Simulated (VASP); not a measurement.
# Al (C2) in VASP: a series of runs, part 2 of 2

VASP 6.6.1. Earlier steps stand in the parts before.

**5. Single point, PBE (Al replaced by Tl, lengths x 1.119, strained and moved within the space group)**

Input file INCAR:

```
ALGO = Fast
EDIFF = 1E-7
ENCUT = 520
GGA = PE
ISIF = 2
ISMEAR = 0
LASPH = T
LCHARG = F
LREAL = F
LWAVE = F
NBANDS = 34
NELM = 100
PREC = Accurate
SIGMA = 0.1
```

Input file KPOINTS:

```
k-points
0
Gamma
  6 6 2
```

Input file POSCAR:

```
Tl
1.0
    3.1262562587      0.0000000000      0.0000000000
   -1.5631281293      2.7074173387      0.0000000000
    0.0000000000      0.0000000000     10.0039251287
Tl
4
Direct
    0.0000000000      0.0000000000      0.0000000000
    0.3333333300      0.6666666700      0.2500000000
    0.0000000000      0.0000000000      0.5000000000
    0.6666666700      0.3333333300      0.7500000000
```

Potentials or basis: VASP PAW PBE potentials, release 64 (Tl_d).

Run with:

```bash
$ cat potpaw_PBE.64/Tl_d/POTCAR > POTCAR
$ mpirun -np 1 vasp_std > vasp.out
```

Wall time 29 s (1 thread of AMD EPYC 9R14 (Zen 4), shared host); peak memory 0.17 GiB.

Results (log left out):

- Free energy: -6.3230 eV
- Pressure: 29.9 GPa
- Band gap on the k mesh: none (metal or under the smearing width)

Stress tensor (GPa, compression positive):
```
28.39  0.00  0.00
 0.00 28.39  0.00
 0.00  0.00 32.96
```

Levels at points of the mesh, in eV from the Fermi level:
| k point | band 22 | band 23 | band 24 | band 25 | band 26 | band 27 | band 28 | band 29 | band 30 | band 31 |
| --- | --- | --- | --- | --- | --- | --- | --- | --- | --- | --- |
| (0.00, 0.00, 0.00) | -10.73 | -10.70 | -5.10 | -4.54 | 4.26 | 4.28 | 9.84 | 9.84 | 10.28 | 10.51 |
| (0.50, 0.00, 0.00) | -5.97 | -4.63 | -4.23 | -3.95 | -3.89 | -0.03 | 0.12 | 1.88 | 3.39 | 4.16 |
| (0.00, 0.00, 0.50) | -11.56 | -8.23 | -8.23 | -0.60 | -0.60 | 9.38 | 9.38 | 10.24 | 10.24 | 10.24 |
| (0.50, 0.00, 0.50) | -5.86 | -5.34 | -5.34 | -2.24 | -2.24 | -1.66 | -1.66 | 4.19 | 4.19 | 4.81 |

Caveat: the k mesh is coarse (spacing up to 0.39 Å⁻¹), so the values aren't converged; so large a pressure means that the cell lies far from this level's equilibrium, or that cutoff or potentials fall short.

**6. Single point, PBE (strained and moved within the space group)**

Input file INCAR:

```
ALGO = Fast
EDIFF = 1E-7
ENCUT = 520
GGA = PE
ISIF = 2
ISMEAR = 0
LASPH = True
LCHARG = True
LELF = True
LREAL = False
LVHAR = True
LWAVE = False
NBANDS = 14
NELM = 100
PREC = Accurate
SIGMA = 0.1
```

Input file KPOINTS:

```
k-points
0
Gamma
  18 18 6
```

Input file POSCAR:

```
Al
1.0
    2.7505197784      0.0000000000      0.0000000000
   -1.3752598892      2.3820200017      0.0000000000
    0.0000000000      0.0000000000      9.7639757540
Al
4
Direct
    0.0000000000      0.0000000000      0.0000000000
    0.3333333300      0.6666666700      0.2500000000
    0.0000000000      0.0000000000      0.5000000000
    0.6666666700      0.3333333300      0.7500000000
```

Potentials or basis: VASP PAW PBE potentials, release 64 (Al).

Run with:

```bash
$ cat potpaw_PBE.64/Al/POTCAR > POTCAR
$ mpirun -np 1 vasp_std > vasp.out
```

OUTCAR:

```text
EDIFF = 1E-7
   ENCUT = 520
   GGA = PE
   ISIF = 2
   ISMEAR = 0
   LASPH = True
   LREAL = False
   NELM = 100
   PREC = Accurate

 ion  position               nearest neighbor table
   1  0.000  0.000  0.000-   2 2.91   4 2.91   2 2.91   4 2.91   4 2.91   2 2.91
   2  0.333  0.667  0.250-   1 2.91   3 2.91   1 2.91   3 2.91   1 2.91   3 2.91
   3  0.000  0.000  0.500-   2 2.91   4 2.91   2 2.91   4 2.91   4 2.91   2 2.91
   4  0.667  0.333  0.750-   1 2.91   3 2.91   1 2.91   3 2.91   1 2.91   3 2.91

  LATTYP: Found a hexagonal cell.
 ALAT       =     2.7505197784
 C/A-ratio  =     3.5498656765

  Lattice vectors:

 A1 = (   2.7505197784,   0.0000000000,   0.0000000000)
 A2 = (  -1.3752598892,   2.3820200017,   0.0000000000)
 A3 = (   0.0000000000,   0.0000000000,   9.7639757540)

Analysis of symmetry for initial positions (statically):
=====================================================================
 Subroutine PRICEL returns:
 Original cell was already a primitive cell.

 Routine SETGRP: Setting up the symmetry group for a
 hexagonal supercell.

 Subroutine GETGRP returns: Found 24 space group operations
 (whereof 12 operations were pure point group operations)
 out of a pool of 24 trial point group operations.

The static configuration has the point symmetry D_3d.
 The point group associated with its full space group is D_6h.

Analysis of symmetry for dynamics (positions and initial velocities):
=====================================================================
 Subroutine PRICEL returns:
 Original cell was already a primitive cell.

 Routine SETGRP: Setting up the symmetry group for a
 hexagonal supercell.

 Subroutine GETGRP returns: Found 24 space group operations
 (whereof 12 operations were pure point group operations)
 out of a pool of 24 trial point group operations.

The dynamic configuration has the point symmetry D_3d.
 The point group associated with its full space group is D_6h.

 Subroutine INISYM returns: Found 24 space group operations
 (whereof 12 operations are pure point group operations),
 and found     1 'primitive' translations

----------------------------------------------------------------------------------------

                                     Primitive cell

  volume of cell :      63.9715

  direct lattice vectors                    reciprocal lattice vectors
     2.750519778  0.000000000  0.000000000     0.363567646  0.209905878  0.000000000
    -1.375259889  2.382020002  0.000000000     0.000000000  0.419811756  0.000000000
     0.000000000  0.000000000  9.763975754     0.000000000  0.000000000  0.102417297

  length of vectors
     2.750519778  2.750519778  9.763975754     0.419811756  0.419811756  0.102417297

  position of ions in fractional coordinates (direct lattice)
     0.000000000  0.000000000  0.000000000
     0.333333330  0.666666670  0.250000000
     0.000000000  0.000000000  0.500000000
     0.666666670  0.333333330  0.750000000

  ion indices of the primitive-cell ions
   primitive index   ion index
                 1           1
                 2           2
                 3           3
                 4           4

----------------------------------------------------------------------------------------

 KPOINTS: k-points

[... 54 lines left out ...]
   ions per type =               4
   NGX,Y,Z   is equivalent  to a cutoff of  12.09, 12.09, 13.62 a.u.
   NGXF,Y,Z  is equivalent  to a cutoff of  24.18, 24.18, 27.24 a.u.
 SYSTEM =  unknown system
   PREC   = accura    normal or accurate (medium, high low for compatibility)
   ISTART =      0    job   : 0-new  1-cont  2-samecut
   ICHARG =      2    charge: 1-file 2-atom 10-const
   ISPIN  =      1    spin polarized calculation?
   LNONCOLLINEAR =      F non collinear calculations
   LSORBIT =      F    spin-orbit coupling
   LASPH  =      T    aspherical Exc in radial PAW
   ENCUT  =  520.0 eV  38.22 Ry    6.18 a.u.   5.11  5.11 18.15*2*pi/ulx,y,z
   NELM   =    100;   NELMIN=  2; NELMDL= -5     # of ELM steps
   EDIFF  = 0.1E-06   stopping-criterion for ELM
   LREAL  =      F    real-space projection
   EDIFFG = 0.1E-05   stopping-criterion for IOM
   NSW    =      0    number of steps for IOM
   IBRION =     -1    ionic relax: 0-MD 1-quasi-New 2-CG
   NFREE  =      0    steps in history (QN), initial steepest desc. (CG)
   ISIF   =      2    stress and relaxation
   ISYM   =      2    0-nonsym 1-usesym 2-fastsym
   POTIM  = 0.5000    time-step for ionic-motion
   TEBEG  =    0.0;   TEEND  =   0.0 temperature during run
   PSTRESS=    0.0 pullay stress
   NELECT =      12.0000    total number of electrons
   NUPDOWN=      -1.0000    fix difference up-down
   EMIN   =  10.00;   EMAX   =-10.00  energy-range for DOS
   EFERMI =   0.00;   METHOD = LEGACY
   ISMEAR =     0;   SIGMA  =   0.10  broadening in eV -4-tet -1-fermi 0-gaus
   EFERMI_NEDOS =   21; number of points for ismear=-14 and -15
   IALGO  =     68    algorithm
   IMIX   =      4    mixing-type and parameters
     AMIX     =   0.40;   BMIX     =  1.00
     AMIX_MAG =   1.60;   BMIX_MAG =  1.00
  volume/ion in A,a.u.               =      15.99       107.93
  Fermi-wavevector in a.u.,A,eV,Ry     =   0.937144  1.770945 11.949163  0.878239
  Thomas-Fermi vector in A             =   2.064225
   LORBIT       =      0    0 simple, 1 ext, 2 COOP (PROOUT), +10 PAW based schemes
   GGA     = PE    functional components
   LHFCALC =     F    Hartree Fock is set to
   AEXX    =    0.0000 exact exchange contribution
   IVDW    =     0    specifies the selected vdW correction
   LEPSILON=     F    determine dielectric tensor
   LRPA    =     F    only Hartree local field effects (RPA)
 non-spin polarized calculation
 RMM-DIIS sequential band-by-band and
 Gauss-broadening in eV      SIGMA  =   0.10
  energy-cutoff  :      520.00
  volume of cell :       63.97
 maximum number of plane-waves:      1743
   NGX = 11   NGY = 11   NGZ = 37

 number of electron      12.0000000 magnetization

 Free energy of the ion-electron system (eV)
  ---------------------------------------------------
  ext. energy  EPLUGINS =         0.00000000
  ---------------------------------------------------
  free energy    TOTEN  =       -14.84948886 eV

  energy without entropy =      -14.84140635  energy(sigma->0) =      -14.84544761

 E-fermi :   8.2940     XC(G=0): -10.3065

 val. band max:        8.2939238768   @ k =   0.3333   0.1111   0.1667
 cond. band min:       8.2976344654   @ k =   0.3333   0.1111   0.0000
 fundamental gap:      0.0037105886
 Fermi energy:         8.2940017675

 k-point     1 :       0.0000    0.0000    0.0000
  band No.  band energies     occupation
      1      -3.0291      2.00000
      2      -1.4896      2.00000
      3      -1.4852      2.00000
      4       2.8906      2.00000
      5       3.2054      2.00000
      6      10.3265      0.00000
      7      10.3322      0.00000
      8      19.2349      0.00000
      9      20.3422      0.00000
     10      20.5606      0.00000
     11      20.5606      0.00000
     12      20.5658      0.00000
     13      20.5659      0.00000
     14      21.4149      0.00000
[... 377 lines left out ...]
      1       2.2524      2.00000
      2       3.7069      2.00000
      3       3.7109      2.00000
      4       4.9694      2.00000
      5       6.4847      2.00000
      6       6.5234      2.00000
      7       8.2304      1.63172
      8       8.2851      1.10037
      9      10.5336      0.00000
     10      10.9879      0.00000
     11      12.2534      0.00000
     12      13.1570      0.00000
     13      13.5104      0.00000
     14      15.4658      0.00000

 [... further k-points ...]

------------------------ aborting loop because EDIFF is reached ----------------------------------------

  FORCE on cell =-STRESS in cart. coord.  units (eV):
  Direction    XX          YY          ZZ          XY          YZ          ZX
  --------------------------------------------------------------------------------------
  -------------------------------------------------------------------------------------
  Total        2.3242085      2.3242085     -0.2343954      0.0000000      0.0000000      0.0000000
  in kB       58.2101615     58.2101615     -5.8704696      0.0000000      0.0000000      0.0000000
  external PRESSURE =      36.8499512 kB  Pullay stress =       0.0000000 kB

 VOLUME and BASIS-vectors are now :
 -----------------------------------------------------------------------------
  energy-cutoff  :      520.00
  volume of cell :       63.97
      direct lattice vectors                 reciprocal lattice vectors
     2.750519778  0.000000000  0.000000000     0.363567646  0.209905878  0.000000000
    -1.375259889  2.382020002  0.000000000     0.000000000  0.419811756  0.000000000
     0.000000000  0.000000000  9.763975754     0.000000000  0.000000000  0.102417297

 POSITION                                       TOTAL-FORCE (eV/Angst)
 -----------------------------------------------------------------------------------
      0.00000      0.00000      0.00000        -0.000000      0.000000     -0.000000
     -0.00000      1.58801      2.44099        -0.000000      0.000000      0.000000
      0.00000      0.00000      4.88199        -0.000000      0.000000     -0.000000
      1.37526      0.79401      7.32298         0.000000     -0.000000      0.000000
 -----------------------------------------------------------------------------------
    total drift:                                0.000000      0.000000      0.000000

  FREE ENERGIE OF THE ION-ELECTRON SYSTEM (eV)
  ---------------------------------------------------
  free  energy   TOTEN  =       -14.8494888598 eV

  energy  without entropy=      -14.8414063512  energy(sigma->0) =      -14.84544761
```

OSZICAR:

```text
N       E                     dE             d eps       ncg     rms          rms(c)
DAV:   1     0.635932623846E+01    0.63593E+01   -0.41597E+03  4144   0.659E+02
DAV:   2    -0.142681971799E+02   -0.20628E+02   -0.19048E+02  5370   0.888E+01
DAV:   3    -0.149405174293E+02   -0.67232E+00   -0.66416E+00  5496   0.130E+01
DAV:   4    -0.149451442444E+02   -0.46268E-02   -0.46261E-02  4940   0.137E+00
DAV:   5    -0.149451979620E+02   -0.53718E-04   -0.53717E-04  5554   0.152E-01    0.274E+00
RMM:   6    -0.148894290057E+02    0.55769E-01   -0.51352E-03  4154   0.417E-01    0.161E+00
RMM:   7    -0.148497931735E+02    0.39636E-01   -0.14317E-02  4303   0.672E-01    0.189E-01
RMM:   8    -0.148494879873E+02    0.30519E-03   -0.74409E-04  4532   0.179E-01    0.213E-02
RMM:   9    -0.148494922045E+02   -0.42171E-05   -0.10546E-04  4907   0.718E-02    0.287E-02
RMM:  10    -0.148494939860E+02   -0.17815E-05   -0.16168E-05  4960   0.276E-02    0.213E-02
RMM:  11    -0.148494883731E+02    0.56129E-05   -0.51569E-06  4877   0.134E-02    0.540E-02
RMM:  12    -0.148494891986E+02   -0.82551E-06   -0.14698E-06  4805   0.768E-03    0.139E-02
RMM:  13    -0.148494888885E+02    0.31005E-06   -0.39825E-07  4565   0.385E-03    0.314E-03
RMM:  14    -0.148494888598E+02    0.28758E-07   -0.67697E-08  2982   0.187E-03
   1 F= -.14849489E+02 E0= -.14845448E+02  d E =-.808251E-02
```

It took 66 s on 1 thread of AMD EPYC 9R14 (Zen 4), shared host; peak memory 0.2 GiB.

Results:

```yaml
Free_energy: -14.8495 eV
Pressure: 3.7 GPa
Band_gap_on_the_k_mesh: none (metal or under the smearing width)
```

Stress tensor (GPa, compression positive):
```
 5.82  0.00  0.00
 0.00  5.82  0.00
 0.00  0.00 -0.59
```

**7. Overview**

| potentials or basis | cell | k mesh | further INCAR settings | mesh quality | gap on the mesh (eV) | pressure (GPa) | largest force (eV/Å) |
| --- | --- | --- | --- | --- | --- | --- | --- |
| VASP PAW PBE potentials, release 64 (Al) | strained and moved within a subgroup | 14 × 14 × 4 | ALGO = Fast; EDIFF = 1e-06; NBANDS = 14 | not flagged | none | -0.8 | 0.68 |
| VASP PAW PBE potentials, release 64 (Al) | strained and moved within the space group | 18 × 18 × 6 | ALGO = Fast; EDIFF = 1e-06; NBANDS = 14 | not flagged | none | -1.5 | - |
| VASP PAW PBE potentials, release 64 (Al) | one atom moved | 15 × 15 × 4 | ALGO = Fast; EDIFF = 1e-07; NBANDS = 14 | not flagged | none | 4.0 | 0.37 |
| VASP PAW PBE potentials, release 64 (Tl_d) | Al replaced by Tl, lengths x 1.119, strained and moved within the space group | 6 × 6 × 2 | ALGO = Fast; EDIFF = 1e-07; NBANDS = 34 | coarse | none | 29.9 | - |
| VASP PAW PBE potentials, release 64 (Al) | strained and moved within the space group | 18 × 18 × 6 | ALGO = Fast; EDIFF = 1e-07; NBANDS = 14 | not flagged | none | 3.7 | - |

Alike in all rows: task single point; level PBE; no spin polarisation; cutoff (eV) 520; smearing gaussian 0.1 eV.

Caveats: some runs use coarse meshes; so large a pressure means that the cell lies far from this level's equilibrium, or that cutoff or potentials fall short (some runs).

Total energies depend on the potentials used, so only differences within one code and one set of settings carry meaning.
